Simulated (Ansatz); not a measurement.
**Nuclear-site quantities of Ca as the cell is scaled**

```
Ca
1.0
    -2.19041    2.19041    2.19041
     2.19041   -2.19041    2.19041
     2.19041    2.19041   -2.19041
Ca
1
Cartesian
  0.0000 0.0000 0.0000
```

The structure comes from a relaxation in the same program, started in the bcc type, and has space group Im-3m. Whether it is a known phase or the ground state wasn't checked.

Theory: Ansatz 0.2.0, DFT, PBE, all-electron PAW with datasets made for the crystal, scalar-relativistic.

Settings: a Γ-centred 13×13×13 k mesh, Fermi–Dirac smearing of 0.08 eV, cutoff 200 eV (chosen by the program for this cell), no spin polarisation.

The contact density is the mean electron density over the nuclear volume; its changes follow the s electrons' response to bonding and compression. Changes below are taken from the unscaled cell, where it is 41305.1 e/Å³ at Ca.

```csv
V/V(cell),P (GPa),Δρ(0) Ca (e/Å³)
0.9405,1.2,?
1.0000,0.0,0.00
1.0600,-0.9,?
```

**Question.** Fill in "Δρ(0) Ca (e/Å³)" for the row "0.9405".

**Answer.** 0.33.

**Question.** Give the missing entry: row "1.0600", column "Δρ(0) Ca (e/Å³)".

**Answer.** -0.25.

The datasets are made afresh for each cell, so very small changes are uncertain.
